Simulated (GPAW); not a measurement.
TePb:

```
CELL_PARAMETERS angstrom
0.00000 3.23100 3.23100
3.23100 0.00000 3.23100
3.23100 3.23100 0.00000
ATOMIC_POSITIONS crystal
Pb 0.00000 0.00000 0.00000
Te 0.50000 0.50000 0.50000
```

* Program: GPAW 26.7.0
* Task: relaxation of cell and atoms
* Functional: PBEsol
* Dispersion: D3(BJ)
* Potentials or basis: PAW data sets generated in the run's folder for this functional
* Cutoff: 600 eV
* Basis: pw
* k mesh: 7 × 7 × 7
* Occupations: fermi-dirac, width 0.05 eV
* Spin: no spin polarisation

At the start: pressure -2.6 GPa; volume 33.73 Å³/atom.

Q: How do energy, volume and symmetry change on relaxing?

A: Over 3 steps the energy falls by 16.8 meV/atom and the volume is 31.63 Å³/atom (-6.2 %); space group Fm-3m (No. 225, to 0.05 Å).

The path:
| step | energy change (eV) | largest force (eV/Å) | pressure (GPa) | volume (Å³) |
| --- | --- | --- | --- | --- |
| 1 | 0.0000 | 0.0000 | -2.62 | 67.46 |
| 2 | -0.0118 | 0.0000 | -2.16 | 66.67 |
| 3 | -0.0336 | 0.0000 | 0.21 | 63.27 |

Final structure:
```
Pb Te
1.0
     0.00000    3.16265    3.16265
     3.16265    0.00000    3.16265
     3.16265    3.16265    0.00000
Pb Te
1 1
Direct
  0.00000 0.00000 0.00000
  0.50000 0.50000 0.50000
```

Caveat: later steps reuse the first step's grids.
